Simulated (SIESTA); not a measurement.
# Ni under changes of volume

One of the cells (10.597 Å³/atom); the others are scaled copies at fixed shape and fractional positions:

```xyz
1
Lattice="-1.3837 1.3837 1.3837 1.3837 -1.3837 1.3837 1.3837 1.3837 -1.3837" Properties=species:S:1:pos:R:3 pbc="T T T"
Ni    0.0000    0.0000    0.0000
```

This isn't the form of Ni at room conditions, which is fcc.

- Program: SIESTA 5.4.2
- Functional: LDA
- Potentials or basis: PseudoDojo 0.4 standard (LDA files)
- Basis: DZP (energy shift 0.003 Ry; two zetas on semicore shells)
- Grid cutoff: 800 Ry
- Energy shift: 0.003 Ry
- k mesh: 13 × 13 × 13
- Occupations: fermi-dirac, width 0.05 eV
- Spin: collinear spin, ferromagnetic start
- Starting moments: [1.0] μB

```tsv
volume (Å³/atom)	energy over the lowest point (meV/atom)	pressure (GPa)	moment (μB per cell)
9.962	0.00	1.4	0.29
10.174	1.78	-2.8	0.50
10.385	8.70	-7.7	0.55
10.597	21.32	-11.5	0.57
10.809	39.08	-15.2	0.59
11.021	?	?	?
11.233	87.29	-21.1	0.61
```

Problem. What does the run at 11.021 Å³/atom give?

Solution. Energy over the lowest point 61.29 meV/atom; pressure -18.2 GPa; moment 0.60 μB per cell.

Worked out: A Birch-Murnaghan fit of order 3 (a polynomial in V^(-2/3)) to the other rows has its minimum at 10.01 Å³/atom with B0 = V·E''(V) = 218 GPa (rough, since the energies scatter). It gives 61.03 meV/atom at 11.021 Å³/atom, against the run's 61.29, and -dE/dV = -18.3 GPa, against -18.2. A parabola through the other rows of the moment, of slope -0.0601 μB per Å³/atom there, gives 0.62 μB, against the run's 0.60.

Energies are extrapolated to zero smearing.

Caveats: short orbitals over semicore shells can move pressures by several GPa; the basis of atomic orbitals isn't converged, which shifts pressures, moduli and gaps.
